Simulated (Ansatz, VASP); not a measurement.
One calculation of Rh, two programs

```
CELL_PARAMETERS angstrom
2.84911 0.00000 0.00000
-1.42456 2.46740 0.00000
0.00000 0.00000 4.58235
ATOMIC_POSITIONS crystal
Rh 0.33333 0.66667 0.25000
Rh 0.66667 0.33333 0.75000
```

Alike in both runs: task single point; functional BLYP; k mesh 15 × 15 × 8; occupations fermi-dirac, width 0.1 eV; no spin polarisation.

|  | VASP | Ansatz |
| --- | --- | --- |
| version | VASP 6.6.1 | Ansatz 0.2.0 |
| potentials or method | VASP PAW PBE potentials, release 64 (Rh_pv) | plane waves (420 eV) with PAW, scalar-relativistic |
| plane-wave cutoff (eV) | 520 | 420 |
| valence electrons in the cell | 30 | 34 |

```tsv
	VASP	Ansatz	Ansatz less VASP
pressure (GPa)	-12.8	-13.2	-0.39
largest component of the traceless stress (GPa)	0.41	0.43	+0.022
```

The two sets of potentials don't hold the same shells in valence.

Caveats: the PAW data sets were made with another functional, which shifts forces and pressure a little (VASP).
